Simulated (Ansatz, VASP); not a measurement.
# FeAs (Westerveldite) in two plane-wave programs, part 2 of 2

Wanted: the spread between two codes on one cell, functional and k mesh. The structure shown comes from an earlier Ansatz run, which isn't shown and may have moved the atoms alone.

VASP 6.6.1 and Ansatz 0.2.0.

So far: The starting structure; Ansatz: elastic constants, PBEsol.

## 3. VASP: elastic constants, PBEsol

Level of this step: PBEsol, no spin polarisation; plane waves and PAW (Fe, As) (VASP).

The same cell, functional, mesh and smearing now go to VASP, with its own data sets.

Lines of VASP's logs that name or quote its potential files are left out, and so is its time.

Contents of INCAR:

```
SYSTEM = FeAs
PREC = Accurate
ENCUT = 600
EDIFF = 1E-08
NELM = 120
ISMEAR = 0
SIGMA = 0.1
LREAL = .FALSE.
ALGO = Normal
GGA = PS
NBANDS = 34
LASPH = .TRUE.
LORBIT = 11
LWAVE = .FALSE.
LCHARG = .FALSE.
ISIF = 3
IBRION = 6
NFREE = 2
POTIM = 0.015
NSW = 1
GGA_COMPAT = .FALSE.
KPAR = 2
```

Contents of POSCAR:

```
FeAs
1.0
    5.2478178441      0.0000000000      0.0000000000
    0.0000000000      3.3195015005      0.0000000000
    0.0000000000      0.0000000000      5.8738212040
Fe As
4 4
Direct
    0.9973702074      0.7500000000      0.2017189979
    0.0026297926      0.2500000000      0.7982810021
    0.5026297926      0.2500000000      0.7017189979
    0.4973702074      0.7500000000      0.2982810021
    0.8017831087      0.7500000000      0.5788522222
    0.1982168913      0.2500000000      0.4211477778
    0.6982168913      0.2500000000      0.0788522222
    0.3017831087      0.7500000000      0.9211477778
```

Contents of KPOINTS:

```
Automatic mesh
0
Gamma
4 6 4
0 0 0
```

The projector-augmented-wave data sets are Fe and As (PBE family, release 64).

Command:

```
> mpirun -np 2 vasp_std
```

Numbers of over 12 decimals in the logs are rounded to 6 here.

Log:

```text
[banner, memory and clock lines left out]
running    2 mpi-ranks, on    1 nodes
 distrk:  each k-point on    1 cores,    2 groups
 distr:  one band on    1 cores,    1 groups

 POSCAR found type information on POSCAR FeAs
 POSCAR found :  2 types and       8 ions
|                                                                             |
|               ----> ADVICE to this user running VASP <----                  |
|                                                                             |
|     You enforced a specific xc type in the INCAR file but a different       |
|     [... a line on the potential file left out ...]
|     I HOPE YOU KNOW WHAT YOU ARE DOING!                                     |
|                                                                             |

 LDA part: xc-table for (Slater+PW92), standard interpolation
 POSCAR, INCAR and KPOINTS ok, starting setup
 FFT: planning ... GRIDC
 FFT: planning ... GRID_SOFT
 FFT: planning ... GRID
 WAVECAR not read
 entering main loop
       N       E                     dE             d eps       ncg     rms          rms(c)
DAV:   1     0.438300609845E+03    0.43830E+03   -0.24125E+04  2448   0.187E+03
DAV:   2    -0.186125093538E+02   -0.45691E+03   -0.44274E+03  2448   0.407E+02
DAV:   3    -0.616640463918E+02   -0.43052E+02   -0.40836E+02  3196   0.142E+02
DAV:   4    -0.637737573479E+02   -0.21097E+01   -0.20622E+01  3524   0.319E+01
DAV:   5    -0.638086290183E+02   -0.34872E-01   -0.34791E-01  3354   0.410E+00    0.268E+01
DAV:   6    -0.679818358146E+02   -0.41732E+01   -0.11633E+02  3550   0.122E+02    0.262E+01
DAV:   7    -0.586250054069E+02    0.93568E+01   -0.54778E+01  3378   0.943E+01    0.699E+00
DAV:   8    -0.585745540485E+02    0.50451E-01   -0.39975E+00  3182   0.129E+01    0.245E+00
DAV:   9    -0.585079665807E+02    0.66587E-01   -0.28553E-01  3834   0.535E+00    0.577E-01
DAV:  10    -0.585048556851E+02    0.31109E-02   -0.24191E-02  2818   0.103E+00    0.147E-01
DAV:  11    -0.585047286802E+02    0.12700E-03   -0.13164E-03  3544   0.297E-01    0.773E-02
DAV:  12    -0.585046214026E+02    0.10728E-03   -0.28804E-04  3766   0.160E-01    0.352E-02
DAV:  13    -0.585046255595E+02   -0.41570E-05   -0.10269E-04  3814   0.699E-02    0.221E-02
DAV:  14    -0.585046160556E+02    0.95039E-05   -0.32969E-05  3850   0.494E-02    0.350E-03
DAV:  15    -0.585046157909E+02    0.26474E-06   -0.23962E-06  2636   0.914E-03    0.111E-03
DAV:  16    -0.585046156560E+02    0.13494E-06   -0.60189E-08  2954   0.189E-03    0.633E-04
DAV:  17    -0.585046156838E+02   -0.27844E-07   -0.10743E-08  1414   0.864E-04    0.197E-04
DAV:  18    -0.585046156962E+02   -0.12363E-07   -0.71150E-09  1372   0.760E-04    0.204E-04
DAV:  19    -0.585046156940E+02    0.21596E-08   -0.19931E-09  1354   0.417E-04
   1 F= -.58504616E+02 E0= -.58476957E+02  d E =-.553172E-01
[... from here on, the cycles between the ionic steps are left out ...]
   2 F= -.58488432E+02 E0= -.58460155E+02  d E =-.565526E-01
  19 F= -.58503307E+02 E0= -.58475465E+02  d E =-.556835E-01
  20 F= -.58503105E+02 E0= -.58475475E+02  d E =-.552600E-01
  21 F= -.58503244E+02 E0= -.58475551E+02  d E =-.553849E-01
  22 F= -.58503354E+02 E0= -.58475696E+02  d E =-.553144E-01
  23 F= -.58503354E+02 E0= -.58475697E+02  d E =-.553143E-01
  24 F= -.58503150E+02 E0= -.58475539E+02  d E =-.552232E-01
 Finite differences progress:
  Degree of freedom:  12/ 12
  Displacement:        1/  2
  Total:              23/ 24
 bond charge predicted
       N       E                     dE             d eps       ncg     rms          rms(c)
DAV:   1    -0.585019372425E+02    0.12132E-02   -0.39627E-01  2720   0.266E+00    0.551E-01
DAV:   2    -0.586375621249E+02   -0.13562E+00   -0.61882E-01  4372   0.957E+00    0.550E+00
DAV:   3    -0.585086218778E+02    0.12894E+00   -0.45906E-01  4880   0.839E+00    0.524E-01
DAV:   4    -0.585035857518E+02    0.50361E-02   -0.17829E-02  4290   0.131E+00    0.288E-01
DAV:   5    -0.585035596318E+02    0.26120E-04   -0.42075E-03  4340   0.711E-01    0.322E-01
DAV:   6    -0.585031583266E+02    0.40131E-03   -0.25245E-03  4616   0.614E-01    0.110E-01
DAV:   7    -0.585031190701E+02    0.39256E-04   -0.31041E-04  4296   0.191E-01    0.465E-02
DAV:   8    -0.585031092863E+02    0.97838E-05   -0.97688E-05  4114   0.118E-01    0.190E-02
DAV:   9    -0.585031062548E+02    0.30315E-05   -0.16657E-05  4118   0.518E-02    0.551E-03
DAV:  10    -0.585031058552E+02    0.39963E-06   -0.16622E-06  3962   0.120E-02    0.158E-03
DAV:  11    -0.585031058659E+02   -0.10739E-07   -0.29782E-07  3456   0.488E-03    0.900E-04
DAV:  12    -0.585031058693E+02   -0.33770E-08   -0.23808E-08  1820   0.186E-03
  25 F= -.58503106E+02 E0= -.58475410E+02  d E =-.553917E-01
 Finite differences progress:
  Degree of freedom:  12/ 12
  Displacement:        2/  2
  Total:              24/ 24
```

From OUTCAR (step 3):

```text
ion  position               nearest neighbor table
   1  0.997  0.750  0.202-   8 2.30   6 2.35   6 2.35   7 2.40   7 2.40   5 2.44   4 2.68   4 2.68
                             2 2.89   2 2.89
   2  0.003  0.250  0.798-   7 2.30   5 2.35   5 2.35   8 2.40   8 2.40   6 2.44   3 2.68   3 2.68
                             1 2.89   1 2.89
   3  0.503  0.250  0.702-   6 2.30   8 2.35   8 2.35   5 2.40   5 2.40   7 2.44   2 2.68   2 2.68
                             4 2.89   4 2.89
   4  0.497  0.750  0.298-   5 2.30   7 2.35   7 2.35   6 2.40   6 2.40   8 2.44   1 2.68   1 2.68
                             3 2.89   3 2.89
   5  0.802  0.750  0.579-   4 2.30   2 2.35   2 2.35   3 2.40   3 2.40   1 2.44   6 2.82   6 2.82

  LATTYP: Found a simple orthorhombic cell.
 ALAT       =     3.3195015005
 B/A-ratio  =     1.5809053990
 C/A-ratio  =     1.7694889438

 Subroutine GETGRP returns: Found  8 space group operations
 (whereof  2 operations were pure point group operations)

The static configuration has the point symmetry S_2 .
 The point group associated with its full space group is D_2h.

 Found     36 irreducible k-points:

   k-points           NKPTS =     36   k-points in BZ     NKDIM =     36   number of bands    NBANDS=     34

   dimension x,y,z NGX =    42 NGY =   28 NGZ =   48
   dimension x,y,z NGXF=    84 NGYF=   56 NGZF=   96

   ENCUT  =  600.0 eV  44.10 Ry    6.64 a.u.  10.48  6.63 11.73*2*pi/ulx,y,z

   NELECT =      52.0000    total number of electrons

 k-points in reciprocal lattice and weights: Automatic mesh
   0.00000000  0.00000000  0.00000000       0.010
   0.25000000  0.00000000  0.00000000       0.021
   0.50000000  0.00000000  0.00000000       0.010
   0.00000000  0.16666667  0.00000000       0.021
   0.25000000  0.16666667  0.00000000       0.042
   0.50000000  0.16666667  0.00000000       0.021
   0.00000000  0.33333333  0.00000000       0.021
   0.25000000  0.33333333  0.00000000       0.042
   0.50000000  0.33333333  0.00000000       0.021
[...]
0.25000000  0.50000000  0.50000000       0.021
   0.50000000  0.50000000  0.50000000       0.010

 average (electrostatic) potential at core
       1 -41.0397       2 -41.0364       3 -41.0359       4 -41.0383       5 -46.9942
       6 -46.9966       7 -46.9920       8 -46.9901

 E-fermi :   7.6529

 k-point     1 :       0.0000    0.0000    0.0000
  band No.  band energies     occupation
    ...
     23       7.0163      2.00000
     24       7.1250      2.00000
     25       7.2463      2.00000
     26       7.4937      1.97559
     27       7.6399      1.14589
     28       8.4291      0.00000
     29       9.2057      0.00000
     30       9.5847      0.00000
     31      10.5825      0.00000
     32      10.9368      0.00000
    ...

 k-point     2 :       0.2500    0.0000    0.0000
  band No.  band energies     occupation
    ...
     22       6.9753      2.00000
     23       7.1303      2.00000
     24       7.2903      2.00000
     25       7.4446      1.99677
     26       7.6603      0.91566
     27       7.9630      0.00001
     28       8.4059      0.00000
     29       9.3902      0.00000
     30      10.0181      0.00000
     31      10.2468      0.00000
    ...

 k-point     3 :       0.5000    0.0000    0.0000
  band No.  band energies     occupation
    ...
     22       6.6429      2.00000
     23       7.3874      1.99983
     24       7.3889      1.99981
     25       7.4413      1.99723
     26       7.4417      1.99717
     27       8.5916      0.00000
     28       8.5973      0.00000
     29       9.4586      0.00000
     30       9.4698      0.00000
     31      10.3913      0.00000
    ...

   1 f  =   10.311041 THz    64.786182 2PiTHz  343.939312 cm-1    42.643021 meV
             X         Y         Z           dx          dy          dz
      5.234017  2.489626  1.184861     0.444303   -0.000000   -0.119135
      0.013801  0.829875  4.688960     0.444303    0.000000   -0.119135
      2.637710  0.829875  4.121772    -0.444303    0.000000   -0.119135
      2.610108  2.489626  1.752049    -0.444303    0.000000   -0.119135
      4.207612  2.489626  3.400074     0.166802   -0.000000    0.102855
      1.040206  0.829875  2.473747     0.166802    0.000000    0.102855
      3.664115  0.829875  0.463164    -0.166802    0.000000    0.102855
      1.583703  2.489626  5.410657    -0.166802   -0.000000    0.102855

   2 f  =   10.028928 THz    63.013613 2PiTHz  334.529031 cm-1    41.476295 meV
             X         Y         Z           dx          dy          dz
      5.234017  2.489626  1.184861    -0.451947    0.000000    0.063744
      0.013801  0.829875  4.688960     0.451947    0.000000   -0.063744
      2.637710  0.829875  4.121772    -0.451947    0.000000   -0.063744
      2.610108  2.489626  1.752049     0.451947    0.000000    0.063744
      4.207612  2.489626  3.400074    -0.073758   -0.000000   -0.190369
      1.040206  0.829875  2.473747     0.073758    0.000000    0.190369
      3.664115  0.829875  0.463164    -0.073758   -0.000000    0.190369
      1.583703  2.489626  5.410657     0.073758   -0.000000   -0.190369

   3 f  =    8.769806 THz    55.102316 2PiTHz  292.529242 cm-1    36.268987 meV
             X         Y         Z           dx          dy          dz
      5.234017  2.489626  1.184861     0.058525   -0.000000   -0.400187
      0.013801  0.829875  4.688960    -0.058525    0.000000    0.400187
      2.637710  0.829875  4.121772    -0.058525    0.000000   -0.400187
      2.610108  2.489626  1.752049     0.058525   -0.000000    0.400187
      4.207612  2.489626  3.400074    -0.243358   -0.000000   -0.164930
      1.040206  0.829875  2.473747     0.243358    0.000000    0.164930
      3.664115  0.829875  0.463164     0.243358    0.000000   -0.164930
      1.583703  2.489626  5.410657    -0.243358   -0.000000    0.164930

   4 f  =    8.662916 THz    54.430705 2PiTHz  288.963765 cm-1    35.826925 meV
             X         Y         Z           dx          dy          dz
      5.234017  2.489626  1.184861    -0.203669    0.000000   -0.331528
      0.013801  0.829875  4.688960    -0.203669   -0.000000   -0.331528
      2.637710  0.829875  4.121772     0.203669   -0.000000   -0.331528
      2.610108  2.489626  1.752049     0.203669    0.000000   -0.331528
      4.207612  2.489626  3.400074     0.129245    0.000000    0.286188
      1.040206  0.829875  2.473747     0.129245   -0.000000    0.286188
      3.664115  0.829875  0.463164    -0.129245   -0.000000    0.286188
      1.583703  2.489626  5.410657    -0.129245    0.000000    0.286188

   5 f  =    8.615798 THz    54.134658 2PiTHz  287.392100 cm-1    35.632063 meV
             X         Y         Z           dx          dy          dz
      5.234017  2.489626  1.184861     0.295645    0.000000   -0.045423
      0.013801  0.829875  4.688960     0.295645    0.000000   -0.045423
      2.637710  0.829875  4.121772     0.295645    0.000000    0.045423
      2.610108  2.489626  1.752049     0.295645    0.000000    0.045423
      4.207612  2.489626  3.400074    -0.255246   -0.000000   -0.308837
      1.040206  0.829875  2.473747    -0.255246   -0.000000   -0.308837
      3.664115  0.829875  0.463164    -0.255246   -0.000000    0.308837
      1.583703  2.489626  5.410657    -0.255246   -0.000000    0.308837

   6 f  =    8.495539 THz    53.379043 2PiTHz  283.380664 cm-1    35.134709 meV
             X         Y         Z           dx          dy          dz
      5.234017  2.489626  1.184861    -0.102001   -0.000000   -0.428244
      0.013801  0.829875  4.688960     0.102001    0.000000    0.428244
      2.637710  0.829875  4.121772    -0.102001    0.000000    0.428244
      2.610108  2.489626  1.752049     0.102001   -0.000000   -0.428244
      4.207612  2.489626  3.400074     0.236970   -0.000000    0.006947
      1.040206  0.829875  2.473747    -0.236970    0.000000   -0.006947
      3.664115  0.829875  0.463164     0.236970    0.000000   -0.006947
      1.583703  2.489626  5.410657    -0.236970   -0.000000    0.006947

   7 f  =    8.335626 THz    52.374283 2PiTHz  278.046553 cm-1    34.473363 meV
             X         Y         Z           dx          dy          dz
      5.234017  2.489626  1.184861    -0.000000   -0.367481    0.000000
      0.013801  0.829875  4.688960    -0.000000    0.367481   -0.000000
      2.637710  0.829875  4.121772     0.000000    0.367481   -0.000000
      2.610108  2.489626  1.752049    -0.000000   -0.367481    0.000000
      4.207612  2.489626  3.400074    -0.000000   -0.339054    0.000000
      1.040206  0.829875  2.473747     0.000000    0.339054    0.000000
      3.664115  0.829875  0.463164    -0.000000    0.339054    0.000000
      1.583703  2.489626  5.410657     0.000000   -0.339054    0.000000

   8 f  =    8.299712 THz    52.148627 2PiTHz  276.848587 cm-1    34.324835 meV
             X         Y         Z           dx          dy          dz
      5.234017  2.489626  1.184861    -0.000000    0.378510   -0.000000
      0.013801  0.829875  4.688960    -0.000000    0.378510    0.000000
      2.637710  0.829875  4.121772    -0.000000    0.378510   -0.000000
      2.610108  2.489626  1.752049     0.000000    0.378510   -0.000000
      4.207612  2.489626  3.400074     0.000000   -0.326695    0.000000
      1.040206  0.829875  2.473747    -0.000000   -0.326695    0.000000
      3.664115  0.829875  0.463164     0.000000   -0.326695   -0.000000
      1.583703  2.489626  5.410657    -0.000000   -0.326695    0.000000

   9 f  =    7.537611 THz    47.360208 2PiTHz  251.427646 cm-1    31.173041 meV
             X         Y         Z           dx          dy          dz
      5.234017  2.489626  1.184861    -0.050465   -0.000000    0.249774
      0.013801  0.829875  4.688960     0.050465   -0.000000   -0.249774
      2.637710  0.829875  4.121772    -0.050465   -0.000000   -0.249774
      2.610108  2.489626  1.752049     0.050465    0.000000    0.249774
      4.207612  2.489626  3.400074     0.428565    0.000000    0.037396
      1.040206  0.829875  2.473747    -0.428565    0.000000   -0.037396
      3.664115  0.829875  0.463164     0.428565   -0.000000   -0.037396
      1.583703  2.489626  5.410657    -0.428565    0.000000    0.037396

  10 f  =    7.408217 THz    46.547202 2PiTHz  247.111532 cm-1    30.637911 meV
             X         Y         Z           dx          dy          dz
      5.234017  2.489626  1.184861     0.000000   -0.449828   -0.000000
      0.013801  0.829875  4.688960     0.000000    0.449828    0.000000
      2.637710  0.829875  4.121772     0.000000   -0.449828   -0.000000
      2.610108  2.489626  1.752049     0.000000    0.449828   -0.000000
      4.207612  2.489626  3.400074     0.000000   -0.218300    0.000000
      1.040206  0.829875  2.473747    -0.000000    0.218300    0.000000
      3.664115  0.829875  0.463164    -0.000000   -0.218300   -0.000000
      1.583703  2.489626  5.410657     0.000000    0.218300   -0.000000

  11 f  =    6.730094 THz    42.286429 2PiTHz  224.491778 cm-1    27.833421 meV
             X         Y         Z           dx          dy          dz
      5.234017  2.489626  1.184861    -0.203445   -0.000000    0.202589
      0.013801  0.829875  4.688960    -0.203445    0.000000    0.202589
      2.637710  0.829875  4.121772    -0.203445    0.000000   -0.202589
      2.610108  2.489626  1.752049    -0.203445    0.000000   -0.202589
    [... 145 further lines ...]
      3.664115  0.829875  0.463164     0.000000    0.378510    0.000000
      1.583703  2.489626  5.410657     0.000000    0.378510    0.000000

 ELASTIC MODULI CONTR FROM IONIC RELAXATION (kBar)
 Direction    XX          YY          ZZ          XY          YZ          ZX
 --------------------------------------------------------------------------------
 XX        -114.6546    170.8886   -122.5668     -0.0000      0.0000     -0.0000
 YY         170.8886   -449.7622    154.6752      0.0000     -0.0000      0.0000
 ZZ        -122.5668    154.6752   -561.7544     -0.0000      0.0000      0.0000
 XY          -0.0000      0.0000     -0.0000     -9.6725      0.0000      0.0000
 YZ           0.0000     -0.0000      0.0000      0.0000   -321.0992     -0.0000
 ZX          -0.0000      0.0000      0.0000      0.0000     -0.0000   -156.0054
 --------------------------------------------------------------------------------

 TOTAL ELASTIC MODULI (kBar)
 Direction    XX          YY          ZZ          XY          YZ          ZX
 --------------------------------------------------------------------------------
 XX        3376.9102   1861.9055   1269.5752     -0.0000      0.0000     -0.0000
 YY        1861.9055   2150.3802   1518.9230      0.0000     -0.0000      0.0000
 ZZ        1269.5752   1518.9230   2884.9087     -0.0000      0.0000      0.0000
 XY          -0.0000      0.0000     -0.0000   1495.4008      0.0000      0.0000
 YZ           0.0000     -0.0000      0.0000      0.0000    966.5203     -0.0000
 ZX          -0.0000      0.0000      0.0000      0.0000     -0.0000   1245.7024
 --------------------------------------------------------------------------------

 total charge
# of ion       s       p       d       tot
------------------------------------------
    1        0.418   0.571   6.585   7.574
    2        0.418   0.571   6.585   7.574
    3        0.418   0.571   6.585   7.574
    4        0.418   0.571   6.585   7.574
    5        1.202   1.542   0.125   2.869
    6        1.202   1.542   0.125   2.869
    7        1.202   1.542   0.125   2.869
    8        1.202   1.542   0.125   2.869
--------------------------------------------------
tot          6.480   8.453  26.839  41.772

[... 1 further part left out ...]
```

CONTCAR:

```
FeAs
   1.00000000000000
     5.2478178441000001    0.0000000000000000    0.0000000000000000
     0.0000000000000000    3.3195015004999999    0.0000000000000000
     0.0000000000000000    0.0000000000000000    5.8738212040000004
  Fe              As
     4     4
Direct
     0.9973702074000030    0.7500000000000000    0.2017189979000023
     0.0026297925999970    0.2500000000000000    0.7982810020999977
     0.5026297925999970    0.2500000000000000    0.7017189979000023
     0.4973702074000030    0.7500000000000000    0.2982810020999977
     0.8017831087000004    0.7500000000000001    0.5762985183198418
     0.1982168912999995    0.2500000000000000    0.4211477778000017
     0.6982168912999995    0.2500000000000000    0.0788522221999983
     0.3017831087000005    0.7500000000000000    0.9211477778000017
```

This run has no spin polarisation, so a moment on Fe, if there is one, isn't seen.

Levels, forces or a CONTCAR printed for this step are those of its last displaced cell, not of the structure at rest.

## 4. Differences

Known differences besides the potentials themselves: the data sets hold 124 valence electrons in Ansatz (on its default PAW (the set named soft_2) files) and 52 in VASP; the cutoff is 420 eV in Ansatz and 600 eV in VASP; Ansatz makes its cores anew for this functional, VASP keeps those of its PBE data sets; VASP takes each elastic constant from one size of strain, Ansatz from those that its log lists. Total energies have different zeros and are not compared.

Both answers:

| quantity | Ansatz | VASP | difference |
| --- | --- | --- | --- |
| C11 (GPa) | 333.5 | 337.7 | -1.23 % |
| C22 (GPa) | 211.2 | 215.0 | -1.77 % |
| C33 (GPa) | 285.5 | 288.5 | -1.04 % |
| C12 (GPa) | 182.6 | 186.2 | -1.93 % |
| C13 (GPa) | 123.7 | 127.0 | -2.59 % |
| C23 (GPa) | 148.2 | 151.9 | -2.42 % |
| C44 (GPa) | 96.3 | 96.7 | -0.39 % |
| C55 (GPa) | 122.9 | 124.6 | -1.32 % |
| C66 (GPa) | 148.4 | 149.5 | -0.79 % |

## 5. Outcome

```
difference in C13 (elastic constants, PBEsol) : -2.6 %
```

In words: The difference in C13 is -2.6 % (elastic constants, PBEsol), within the 5 % picked in this series as the mark of a large difference. The data sets hold unlike numbers of valence electrons (124 in Ansatz and 52 in VASP), so part of the differences comes from the potentials. How closely two codes agree says nothing of how well the functional describes the real material.

[Lines on the potential files, build, host, timing and source positions are cut from VASP's logs without a mark.]

[Logs are printed without paths, hosts, clocks, repeated set-up lines and the standing remarks that a program may print on its own settings, such as how far it seeks lower states.]

[Hosts, paths, dates, database ids (printed as entryN), source tags and the programs' standing remarks are cut or masked in the printed files.]
